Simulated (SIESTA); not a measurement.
Write the native input for SIESTA 5.4.2 that does the following.

```yaml
Task: relaxation of cell and atoms
Functional: PBEsol
Potentials_or_basis: PseudoDojo 0.4 standard (PBEsol files)
Basis: DZP (energy shift 0.003 Ry; two zetas on semicore shells)
Grid_cutoff: 800 Ry
Energy_shift: 0.003 Ry
k_mesh: 8 × 8 × 8
Occupations: fermi-dirac, width 0.05 eV
Spin: no spin polarisation
optimiser: Broyden
force_tolerance: 0.01 eV/Å
stress_tolerance_GPa: 0.05
```

ZrC:

```
CELL_PARAMETERS angstrom
0.00000 2.36500 2.36500
2.36500 0.00000 2.36500
2.36500 2.36500 0.00000
ATOMIC_POSITIONS crystal
Zr 0.50000 0.50000 0.50000
C 0.00000 0.00000 0.00000
```

The input as run:

ZrC.fdf

```
SystemName                      ZrC
SystemLabel                     ZrC
NumberOfSpecies                 2
NumberOfAtoms                   2
%block ChemicalSpeciesLabel
  1  40 Zr
  2   6 C
%endblock ChemicalSpeciesLabel

LatticeConstant                 1.0 Ang
%block LatticeVectors
     0.0000000000     2.3650000000     2.3650000000
     2.3650000000     0.0000000000     2.3650000000
     2.3650000000     2.3650000000     0.0000000000
%endblock LatticeVectors
AtomicCoordinatesFormat         Fractional
%block AtomicCoordinatesAndAtomicSpecies
     0.5000000000     0.5000000000     0.5000000000  1  Zr
     0.0000000000     0.0000000000     0.0000000000  2  C
%endblock AtomicCoordinatesAndAtomicSpecies

%block kgrid.MonkhorstPack
    8   0   0  0.0
    0   8   0  0.0
    0   0   8  0.0
%endblock kgrid.MonkhorstPack
XC.Functional                   GGA
XC.Authors                      PBEsol
PAO.BasisSize                   DZP
PAO.EnergyShift                 0.003 Ry
Mesh.Cutoff                     800 Ry
OccupationFunction              FD
ElectronicTemperature           0.05 eV
MaxSCFIterations                120
SCF.MustConverge                false
SCF.Mixer.Method                Pulay
SCF.Mixer.Weight                0.25
SCF.Mixer.History               8
SCF.DM.Tolerance                5.0e-05
SCF.H.Tolerance                 1.0e-03 eV
WriteForces                     true
Charge.Mulliken                 end
MD.TypeOfRun                    Broyden
MD.Steps                        40
MD.MaxForceTol                  0.01 eV/Ang
MD.MaxDispl                     0.1 Ang
WriteCoorStep                   true
AtomCoorFormatOut               Fractional
MD.VariableCell                 true
MD.MaxStressTol                 0.05 GPa
%block PAO.Basis
  Zr 5
  n=4 0 2
    3.497 0.000
  n=5 0 2
    8.986 0.000
  n=4 1 2
    4.065 0.000
  n=5 1 1
    8.986
  n=4 2 2
    7.326 0.000
%endblock PAO.Basis
```

Potentials or basis: PseudoDojo 0.4 standard (PBEsol files), DZP (energy shift 0.003 Ry; two zetas on semicore shells).

Launch:

```console
$ siesta < ZrC.fdf > ZrC.out 2>&1
```

It gave:

| Property | Result |
| --- | --- |
| Relaxed volume | 12.85 Å³/atom |
| Relaxed cell | a = 3.312 Å, b = 3.312 Å, c = 3.312 Å, α = 60.00°, β = 60.00°, γ = 60.00° |
| Space group after relaxing (to 0.05 Å) | Fm-3m (No. 225) |
| Energy gained by relaxing | 7.8 meV/atom |
| Ionic steps | 5 |
| Pressure after relaxing | 0.0 GPa |
| Band gap on the k mesh | none (metal or under the smearing width) |

Caveat: the basis of atomic orbitals isn't converged, which shifts pressures, moduli and gaps.

Wall time 9 min on 1 thread of Arm Neoverse N1, on a shared host, peak memory 0.34 GiB.
